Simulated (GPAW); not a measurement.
# MnS (Fm-3m) in GPAW: notebook

The runs below take MnS through equation of state, band structure, with PBEsol+D4, PBE+D3, LDA, PBEsol+D3(BJ).

Everything below comes from runs of GPAW 26.7.0. Logs are shortened: lines on timing, memory, paths and dates and some standing lists are left out, and cuts for length are marked. The log counts tension as positive stress, the text compression.

## Step 1: The structure

The structure is cubic, space group Fm-3m (No. 225). Conventional cell: a = 5.209 Å, b = 5.209 Å, c = 5.209 Å, α = 90.00°, β = 90.00°, γ = 90.00°. Around Mn (site symmetry m-3m) lie 6 S at 2.60 Å. S (site symmetry m-3m) is surrounded by 6 Mn at 2.60 Å.

## Step 2: Equation of state, PBEsol+D4, collinear spin, ferromagnetic start

Input file run.py:

```python
import spglib
from ase import Atoms
from ase.calculators.mixing import SumCalculator
from ase.eos import EquationOfState
from ase.io import Trajectory, read
from ase.units import GPa
from dftd4.ase import DFTD4
from gpaw import GPAW, PW, setup_paths

setup_paths.insert(0, '.')

atoms = read('MnS.cif')
cell, positions, numbers = spglib.find_primitive(
    (atoms.cell[:], atoms.get_scaled_positions(), atoms.numbers), symprec=1e-4)
atoms = Atoms(numbers, cell=cell, scaled_positions=positions, pbc=True)
atoms.set_initial_magnetic_moments([4.0, 0.0])

traj = Trajectory('eos.traj', 'w')
volumes, energies = [], []
for x in [0.94, 0.96, 0.98, 1.0, 1.02, 1.04, 1.06]:
    a = atoms.copy()
    a.set_cell(atoms.cell * x**(1 / 3), scale_atoms=True)
    calc = GPAW(mode=PW(600),
                xc='PBEsol',
                kpts={'size': (7, 7, 7), 'gamma': True},
                occupations={'name': 'fermi-dirac', 'width': 0.05},
                nbands=21,
                convergence={'density': 1e-05, 'energy': 1e-05},
                maxiter=150,
                txt=f'eos-{x:.2f}.txt')
    a.calc = SumCalculator([calc, DFTD4(method='pbesol')])
    energies.append(a.get_potential_energy())
    volumes.append(a.get_volume())
    p = -a.get_stress()[:3].mean() / GPa
    calc.write(f'eos-{x:.2f}.gpw')
    traj.write(a)
    print(f'{x:.2f} {volumes[-1]:10.4f} A^3 {energies[-1]:14.6f} eV {p:9.3f} GPa', flush=True)

v0, e0, B = EquationOfState(volumes, energies, eos='birchmurnaghan').fit()
print(f'V0 = {v0:.4f} A^3, E0 = {e0:.6f} eV, B0 = {B / GPa:.2f} GPa')
```

Input file MnS.cif:

```cif
data_MnS
_cell_length_a 5.20900000
_cell_length_b 5.20900000
_cell_length_c 5.20900000
_cell_angle_alpha 90.00000000
_cell_angle_beta 90.00000000
_cell_angle_gamma 90.00000000
_space_group_name_H-M_alt 'Fm-3m'
_space_group_name_Hall '-F 4 2 3'
_space_group_IT_number 225
loop_
_space_group_symop_operation_xyz
'x,y,z'
'-x,-y,-z'
'-y,x,z'
'y,-x,-z'
'-x,-y,z'
'x,y,-z'
'y,-x,z'
'-y,x,-z'
'x,-y,-z'
'-x,y,z'
'-y,-x,-z'
'y,x,z'
'-x,y,-z'
'x,-y,z'
'y,x,-z'
'-y,-x,z'
'z,x,y'
'-z,-x,-y'
'z,-y,x'
'-z,y,-x'
'z,-x,-y'
'-z,x,y'
'z,y,-x'
'-z,-y,x'
'-z,x,-y'
'z,-x,y'
'-z,-y,-x'
'z,y,x'
'-z,-x,y'
'z,x,-y'
'-z,y,x'
'z,-y,-x'
'y,z,x'
'-y,-z,-x'
'x,z,-y'
'-x,-z,y'
'-y,z,-x'
'y,-z,x'
'-x,z,y'
'x,-z,-y'
'-y,-z,x'
'y,z,-x'
'-x,-z,-y'
'x,z,y'
'y,-z,-x'
'-y,z,x'
'x,-z,y'
'-x,z,-y'
'x,y+1/2,z+1/2'
'-x,-y+1/2,-z+1/2'
'-y,x+1/2,z+1/2'
'y,-x+1/2,-z+1/2'
[... 63 lines left out ...]
'-z+1/2,y,-x+1/2'
'z+1/2,-x,-y+1/2'
'-z+1/2,x,y+1/2'
'z+1/2,y,-x+1/2'
'-z+1/2,-y,x+1/2'
'-z+1/2,x,-y+1/2'
'z+1/2,-x,y+1/2'
'-z+1/2,-y,-x+1/2'
'z+1/2,y,x+1/2'
'-z+1/2,-x,y+1/2'
'z+1/2,x,-y+1/2'
'-z+1/2,y,x+1/2'
'z+1/2,-y,-x+1/2'
'y+1/2,z,x+1/2'
'-y+1/2,-z,-x+1/2'
'x+1/2,z,-y+1/2'
'-x+1/2,-z,y+1/2'
'-y+1/2,z,-x+1/2'
'y+1/2,-z,x+1/2'
'-x+1/2,z,y+1/2'
'x+1/2,-z,-y+1/2'
'-y+1/2,-z,x+1/2'
'y+1/2,z,-x+1/2'
'-x+1/2,-z,-y+1/2'
'x+1/2,z,y+1/2'
'y+1/2,-z,-x+1/2'
'-y+1/2,z,x+1/2'
'x+1/2,-z,y+1/2'
'-x+1/2,z,-y+1/2'
'x+1/2,y+1/2,z'
'-x+1/2,-y+1/2,-z'
'-y+1/2,x+1/2,z'
'y+1/2,-x+1/2,-z'
'-x+1/2,-y+1/2,z'
'x+1/2,y+1/2,-z'
'y+1/2,-x+1/2,z'
'-y+1/2,x+1/2,-z'
'x+1/2,-y+1/2,-z'
'-x+1/2,y+1/2,z'
'-y+1/2,-x+1/2,-z'
'y+1/2,x+1/2,z'
'-x+1/2,y+1/2,-z'
'x+1/2,-y+1/2,z'
'y+1/2,x+1/2,-z'
'-y+1/2,-x+1/2,z'
'z+1/2,x+1/2,y'
'-z+1/2,-x+1/2,-y'
'z+1/2,-y+1/2,x'
'-z+1/2,y+1/2,-x'
'z+1/2,-x+1/2,-y'
'-z+1/2,x+1/2,y'
'z+1/2,y+1/2,-x'
'-z+1/2,-y+1/2,x'
'-z+1/2,x+1/2,-y'
'z+1/2,-x+1/2,y'
'-z+1/2,-y+1/2,-x'
'z+1/2,y+1/2,x'
'-z+1/2,-x+1/2,y'
'z+1/2,x+1/2,-y'
'-z+1/2,y+1/2,x'
'z+1/2,-y+1/2,-x'
'y+1/2,z+1/2,x'
'-y+1/2,-z+1/2,-x'
'x+1/2,z+1/2,-y'
'-x+1/2,-z+1/2,y'
'-y+1/2,z+1/2,-x'
'y+1/2,-z+1/2,x'
'-x+1/2,z+1/2,y'
'x+1/2,-z+1/2,-y'
'-y+1/2,-z+1/2,x'
'y+1/2,z+1/2,-x'
'-x+1/2,-z+1/2,-y'
'x+1/2,z+1/2,y'
'y+1/2,-z+1/2,-x'
'-y+1/2,z+1/2,x'
'x+1/2,-z+1/2,y'
'-x+1/2,z+1/2,-y'
loop_
_atom_site_label
_atom_site_type_symbol
_atom_site_symmetry_multiplicity
_atom_site_Wyckoff_symbol
_atom_site_fract_x
_atom_site_fract_y
_atom_site_fract_z
_atom_site_occupancy
Mn1 Mn 4 a 0.0000000000 0.0000000000 0.0000000000 1
S1 S 4 b 0.5000000000 0.0000000000 0.0000000000 1
```

Potentials or basis: PAW data sets generated in the run's folder for this functional, pw.

Run with:

```console
gpaw-setup -f PBEsol Mn S
OMP_NUM_THREADS=1 python run.py
```

What it wrote:

```text
__  _  _
 | _ |_)|_||  |
 |__||  | ||/\| - 26.7.0

Input parameters:
  mode=PW(ecut=600.0),
  convergence={'density': 1e-05, 'energy': 1e-05},
  kpts=MonkhorstPack(size=(7, 7, 7), gamma=True),
  maxiter=150,
  nbands=21,
  occupations=Occupations(name='fermi-dirac', width=0.05),
  xc=XC(name='PBEsol')

Diagonalizing LCAO Hamiltonian
Converting LCAO to pw mode

               S

       Mn

Atoms  # Å, Bohr magnetons
|   | symbol |        x |        y |        z |    initial magnetic moments |
|---|--------|----------|----------|----------|-----------------------------|
| 0 |     Mn | 0.000000 | 0.000000 | 0.000000 | ( 0.0000,  0.0000,  4.0000) |
| 1 |      S | 2.551332 | 2.551332 | 2.551332 | ( 0.0000,  0.0000,  0.0000) |

Unit cell  # Å
| periodic |        x |        y |        z |  lengths |    angles |
|----------|----------|----------|----------|----------|-----------|
|      yes | 0.000000 | 2.551332 | 2.551332 | 3.608128 | 60.000000 |
|      yes | 2.551332 | 0.000000 | 2.551332 | 3.608128 | 60.000000 |
|      yes | 2.551332 | 2.551332 | 0.000000 | 3.608128 | 60.000000 |

Number of symmetries: 48
Symmetry operations  # r_c * U_cc + t_c -> r_c
|    | kind |            matrix            |
|----|------|------------------------------|
|  0 |  σ   |  1, 0, 0,  1, 0,-1,  1,-1, 0 |
|  1 |  C2  |  1, 0, 0,  1,-1, 0,  1, 0,-1 |
|  2 |  E   |  1, 0, 0,  0, 1, 0,  0, 0, 1 |
|  3 |  σ   |  1, 0, 0,  0, 0, 1,  0, 1, 0 |
|  4 |  C4  |  1, 0,-1,  1, 0, 0,  1,-1, 0 |
|  5 |  S6  |  1, 0,-1,  1,-1, 0,  1, 0, 0 |
|  6 |  σ   |  1, 0,-1,  0, 1,-1,  0, 0,-1 |
|  7 |  C3  |  1, 0,-1,  0, 0,-1,  0, 1,-1 |
|  8 |  S6  |  1,-1, 0,  1, 0, 0,  1, 0,-1 |
|  9 |  C4  |  1,-1, 0,  1, 0,-1,  1, 0, 0 |
| 10 |  C3  |  1,-1, 0,  0,-1, 1,  0,-1, 0 |
| 11 |  σ   |  1,-1, 0,  0,-1, 0,  0,-1, 1 |
| 12 |  σ   |  0, 1, 0,  1, 0, 0,  0, 0, 1 |
| 13 |  C4  |  0, 1, 0,  0, 1,-1, -1, 1, 0 |
| 14 |  C3  |  0, 1, 0,  0, 0, 1,  1, 0, 0 |
| 15 |  S6  |  0, 1, 0, -1, 1, 0,  0, 1,-1 |
| 16 |  C2  |  0, 1,-1,  1, 0,-1,  0, 0,-1 |
| 17 |  σ   |  0, 1,-1,  0, 1, 0, -1, 1, 0 |
| 18 |  S4  |  0, 1,-1,  0, 0,-1,  1, 0,-1 |
| 19 |  C4  |  0, 1,-1, -1, 1, 0,  0, 1, 0 |
| 20 |  C3  |  0, 0, 1,  1, 0, 0,  0, 1, 0 |
| 21 |  σ   |  0, 0, 1,  0, 1, 0,  1, 0, 0 |
| 22 |  S6  |  0, 0, 1,  0,-1, 1, -1, 0, 1 |
| 23 |  C4  |  0, 0, 1, -1, 0, 1,  0,-1, 1 |
| 24 |  S4  |  0, 0,-1,  1, 0,-1,  0, 1,-1 |
| 25 |  C3  |  0, 0,-1,  0, 1,-1,  1, 0,-1 |
| 26 |  C2  |  0, 0,-1,  0,-1, 0, -1, 0, 0 |
| 27 |  S6  |  0, 0,-1, -1, 0, 0,  0,-1, 0 |
| 28 |  S4  |  0,-1, 1,  1,-1, 0,  0,-1, 0 |
| 29 |  C4  |  0,-1, 1,  0, 0, 1, -1, 0, 1 |
| 30 |  C2  |  0,-1, 1,  0,-1, 0,  1,-1, 0 |
| 31 |  σ   |  0,-1, 1, -1, 0, 1,  0, 0, 1 |
| 32 |  C3  |  0,-1, 0,  1,-1, 0,  0,-1, 1 |
| 33 |  S6  |  0,-1, 0,  0, 0,-1, -1, 0, 0 |
| 34 |  S4  |  0,-1, 0,  0,-1, 1,  1,-1, 0 |
| 35 |  C2  |  0,-1, 0, -1, 0, 0,  0, 0,-1 |
| 36 |  C2  | -1, 1, 0,  0, 1, 0,  0, 1,-1 |
| 37 |  S6  | -1, 1, 0,  0, 1,-1,  0, 1, 0 |
| 38 |  S4  | -1, 1, 0, -1, 0, 1, -1, 0, 0 |
| 39 |  C3  | -1, 1, 0, -1, 0, 0, -1, 0, 1 |
| 40 |  S6  | -1, 0, 1,  0, 0, 1,  0,-1, 1 |
| 41 |  C2  | -1, 0, 1,  0,-1, 1,  0, 0, 1 |
| 42 |  C3  | -1, 0, 1, -1, 1, 0, -1, 0, 0 |
| 43 |  S4  | -1, 0, 1, -1, 0, 0, -1, 1, 0 |
| 44 |  C2  | -1, 0, 0,  0, 0,-1,  0,-1, 0 |
| 45 |  i   | -1, 0, 0,  0,-1, 0,  0, 0,-1 |
| 46 |  σ   | -1, 0, 0, -1, 1, 0, -1, 0, 1 |
| 47 |  C2  | -1, 0, 0, -1, 0, 1, -1, 1, 0 |

BZ-sampling:
  Number of BZ points: 343
  Number of IBZ points: 20

  Monkhorst-Pack size: [7, 7, 7]
  Monkhorst-Pack shift: [0, 0, 0]

K-points  # in reciprocal-cell coordinates
|     |                                coordinates |     weight |
|-----|--------------------------------------------|------------|
|   0 | (  0.00000000,   0.00000000,   0.00000000) | 0.00291545 |
|   1 | (  0.14285714,   0.14285714,   0.00000000) | 0.01749271 |
|   2 | (  0.14285714,   0.14285714,   0.14285714) | 0.02332362 |
|   3 | (  0.28571429,   0.14285714,   0.14285714) | 0.03498542 |
|   4 | (  0.28571429,   0.28571429,   0.00000000) | 0.01749271 |
|   5 | (  0.28571429,   0.28571429,   0.14285714) | 0.06997085 |
|   6 | (  0.28571429,   0.28571429,   0.28571429) | 0.02332362 |
|   7 | (  0.42857143,  -0.28571429,  -0.28571429) | 0.03498542 |
|   8 | (  0.42857143,   0.28571429,  -0.42857143) | 0.13994169 |
|   9 | (  0.42857143,   0.28571429,  -0.28571429) | 0.06997085 |
| ... |                                            |            |
|  19 | (  0.42857143,   0.42857143,   0.42857143) | 0.02332362 |

Plane wave coefficients: 1117
Cutoff: 600.0 eV

Spin-components: 2 (collinear spins)
Bands:           21
Projectors:      11
Spin-degeneracy: 1
Datatype:        complex128

Parallelization:
  kpt:    1
  domain: 1
  band:   1

Density:
  Valence electrons: 21.0
  Components: 2
  Grid points: [21 21 21]
  Charge: 0.0  # |e|

Potential:
  Grid points: [21 21 21]

species:
  Mn:
    name:    Manganese
    Z:       25.0
    valence: 15
    core:    10
    charge:  0.0  # [|e|]
    compensation charges:
      type: gauss
      rc: 0.38  # [Å]
      lmax: 2
    cutoffs:
      filter: 2.14  # [Å]
      core: 0.86  # [Å]
    projectors
    | kind |    occ | energy [eV] | rcut [Å] |
    |------|--------|-------------|----------|
    |   3s |  2.000 |     -85.624 |    1.275 |
    |   4s |  2.000 |      -5.124 |    1.275 |
    |   3p |  6.000 |     -54.486 |    1.281 |
    |   4p |  0.000 |      -1.348 |    1.281 |
    |   3d |  5.000 |      -6.794 |    1.138 |
    |    d |        |      20.417 |    1.138 |

    Using partial waves for Mn as LCAO basis

  S:
    name:    Sulfur
    Z:       16.0
    valence: 6
    core:    10
    charge:  0.0  # [|e|]
    compensation charges:
      type: gauss
      rc: 0.24  # [Å]
      lmax: 2
    cutoffs:
      filter: 1.77  # [Å]
      core: 1.66  # [Å]
    projectors
    | kind |    occ | energy [eV] | rcut [Å] |
    |------|--------|-------------|----------|
    |   3s |  2.000 |     -17.192 |    0.974 |
    |   3p |  4.000 |      -6.978 |    0.979 |
    |    s |        |      10.020 |    0.974 |
    |    p |        |      20.234 |    0.979 |
    |    d |        |       0.000 |    0.900 |

    Using partial waves for S as LCAO basis

Reference energy: -42323.512009  # eV

eigensolver:
  PPCG
  Converge bands: occupied
  niter=2

density mixing:
  MSR1-Mixer
  Pratt-step length: 0.05
  Maximum mixing coefficient: 0.75
  Old densities: 10
  SVD Regularization: 0.005
  Good broyden scale: 1.0
  Trust region scale: 1.0
  Backstep threshold: 4.0
  History deletion threshold: 6.0
  Fourier metric: weight=20.0, sigma=0.015

occupation numbers:
  Fermi-Dirac:
    width: 0.0500  # eV

poisson solver:
  ecut: 4800.0  # eV

xc functional:
  name: PBEsol with 2 nearest neighbor stencil

convergence criteria:
- Maximum integral of absolute [dens]ity change: 1e-05 electrons / valence electron
- Maximum [total energy] change in last 3 cyles: 1e-05 eV / valence electron
- Maximum integral of absolute [eigenst]ate change: 4e-08 eV^2 / valence electron
maximum number of iterations: 150

SCF iterations
|iter     | |      energy | eigst |  dens |  magmom |
|---------|-|-------------|-------|-------|---------|
|iter:   1| |  -15.529591 | +0.08 |       |  +4.0037|
|iter:   2| |  -15.523425 | -2.01 | -1.22 |  +4.0217|
|iter:   3| |  -15.540228 | -2.72 | -1.25 |  +4.2697|
|iter:   4| |  -15.533520 | -2.99 | -1.67 |  +4.3596|
|iter:   5| |  -15.534174 | -3.79 | -1.98 |  +4.4172|
|iter:   6| |  -15.535821 | -4.60 | -2.29 |  +4.4913|
|iter:   7| |  -15.535919 | -5.67 | -2.83 |  +4.5095|
|iter:   8| |  -15.535927c| -6.68 | -3.64 |  +4.5130|
|iter:   9| |  -15.535926c| -7.84c| -4.35 |  +4.5127|
|iter:  10| |  -15.535925c| -7.89c| -4.84 |  +4.5125|
|iter:  11| |  -15.535925c| -8.55c| -5.66c|  +4.5125|

Converged in 11 steps
Energy contributions relative to reference atoms: (reference = -42323.512009)

Energy contributions:
  Kinetic:          13.831357
  Coulomb:         -11.568491
  Zero:              0.205174
  External:          0.000000
  Xc:              -17.999448
  Entropy:          -0.009034
  Spinorbit:         0.000000
  ----------------------------
  Free energy:     -15.540442
  Extrapolated:    -15.535925

dipole moment: (-11.293093, -11.293093, -11.293093)  # |e|*Ang

Total magnetic moment: (0.000000, 0.000000, 4.512543)

Local magnetic moments
|        x |        y |        z |
|----------|----------|----------|
| 0.000000 | 0.000000 | 4.007505 |  # Mn   0
| 0.000000 | 0.000000 | 0.095791 |  # S    1

Fermi level: 7.636
Eigenvalues  # (at kpt = [0.000, 0.000, 0.000])
| band index |      eig [eV] | occ [0-1] |      eig [eV] | occ [0-1] |
|------------|---------------|-----------|---------------|-----------|
|          0 |       -73.785 |     1.000 |       -69.382 |     1.000 |
|        ... |               |           |               |           |
|          3 |       -42.704 |     1.000 |       -38.388 |     1.000 |
|          4 |        -7.396 |     1.000 |        -7.070 |     1.000 |
|          5 |         4.299 |     1.000 |         5.919 |     1.000 |
|          6 |         4.299 |     1.000 |         5.919 |     1.000 |
|          7 |         4.299 |     1.000 |         5.919 |     1.000 |
|          8 |         4.407 |     1.000 |         7.740 |     0.111 |
|          9 |         4.407 |     1.000 |         7.740 |     0.111 |
|         10 |         5.678 |     1.000 |         7.740 |     0.111 |
|         11 |         5.678 |     1.000 |         7.848 |     0.014 |
|         12 |         5.678 |     1.000 |         7.848 |     0.014 |
|         13 |         9.711 |     0.000 |        10.667 |     0.000 |
|         14 |        16.286 |     0.000 |        17.430 |     0.000 |
|         15 |        16.286 |     0.000 |        17.430 |     0.000 |
|         16 |        16.286 |     0.000 |        17.430 |     0.000 |
|         17 |        18.137 |     0.000 |        18.367 |     0.000 |
|        ... |               |           |               |           |
|         20 |        20.281 |     0.000 |        21.900 |     0.000 |

No gap
No difference between direct/indirect transitions

Stress tensor  # eV/Ang^3
|         x |         y |         z |
|-----------|-----------|-----------|
|  0.025484 |  0.000000 | -0.000000 |
|  0.000000 |  0.025484 | -0.000000 |
| -0.000000 | -0.000000 |  0.025484 |

# Writing to eos-0.94.gpw (mode='')
```

Wall time 2.9 min (1 thread of Intel Xeon Platinum 8375C at 2.90GHz (Ice Lake), shared host); peak memory 0.27 GiB.

What came out:

```
Equilibrium volume : 15.24 Å³/atom (rough: see the caveat)
Bulk modulus       : 86 GPa (rough)
```

Energy against volume, from the lowest point:
```
volume (Å³/atom)  energy (meV/atom)
          16.607               0.00
          16.961              14.88
          17.314              32.33
          17.667              51.98
          18.021              73.43
          18.374              96.62
          18.727             121.44
```

Caveat: the minimum lies outside the volumes run.

[end of part 1 of 2]
